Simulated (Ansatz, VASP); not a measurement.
**One calculation of Pt, two programs**

```
Pt
1.0
     2.78626    0.00000    0.00000
    -1.39313    2.41297    0.00000
     0.00000    0.00000    9.33214
Pt
4
Direct
  0.00000 0.00000 0.00000
  0.00000 0.00000 0.50000
  0.33333 0.66667 0.75000
  0.66667 0.33333 0.25000
```

Alike in both runs: functional PBE; k mesh 9 × 9 × 2; occupations gaussian, width 0.1 eV; no spin polarisation.

Ansatz relaxed the structure, and its values are those at the end. VASP's run is a single point on that final structure, the one shown.

|  | VASP | Ansatz |
| --- | --- | --- |
| version | VASP 6.6.1 | Ansatz 0.2.0 |
| potentials or method | VASP PAW PBE potentials, release 64 (Pt) | scalar-relativistic, plane waves, PAW |
| plane-wave cutoff (eV) | 520 | 420 |
| valence electrons in the cell | 40 | 72 |

|  | VASP | Ansatz | Ansatz less VASP |
| --- | --- | --- | --- |
| gap on the k mesh at the Fermi level (eV) | none | none | - |
| pressure (GPa) | -0.4 | 0.0 | +0.47 |

A gap of «none» marks a metal or a gap that the smearing closes. The functional is the same, so the differences come from potentials, cutoffs and numerics. The two sets of potentials don't hold the same shells in valence.

Spin-orbit coupling is left out, which matters for the levels of Pt.
